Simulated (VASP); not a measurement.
Crystal: Si.

```
Si
1.0
     2.62054    0.00000    0.00000
    -1.31027    2.26946    0.00000
     0.00000    0.00000    2.46635
Si
1
Cartesian
  0.0000 0.0000 0.0000
```

This isn't the form of Si at room conditions, which is diamond.

| Quantity | Value |
| --- | --- |
| Program | VASP 6.6.1 |
| Task | relaxation of cell and atoms |
| Functional | optB88-vdW |
| Potentials or basis | VASP PAW PBE potentials, release 64 (Si) |
| Cutoff | 600 eV |
| k mesh | 12 × 12 × 11 |
| Occupations | fermi-dirac, width 0.05 eV |
| Spin | no spin polarisation |

At the start: pressure 6.1 GPa; volume 14.67 Å³/atom.

How do energy, volume and symmetry change on relaxing?

Over 7 steps the energy falls by 15.5 meV/atom and the volume is 15.51 Å³/atom (+5.7 %); space group P6/mmm (No. 191, to 0.05 Å).

The path:
```
step  energy change (eV)  largest force (eV/Å)  pressure (GPa)  volume (Å³)
   1              0.0000                0.0000            6.06        14.67
   2             -0.0122                0.0000           -2.17        15.88
   3             -0.0154                0.0000            0.10        15.48
   4             -0.0154                0.0000            0.22        15.46
   5             -0.0155                0.0000            0.08        15.49
   6             -0.0155                0.0000            0.11        15.49
   7             -0.0155                0.0000           -0.02        15.51
```

Final structure:
```
Si
1.0
     2.66470    0.00000    0.00000
    -1.33235    2.30770    0.00000
     0.00000    0.00000    2.52207
Si
1
Direct
  0.00000 0.00000 0.00000
```

Caveat: the PAW data sets were made with another functional, which shifts forces and pressure a little.
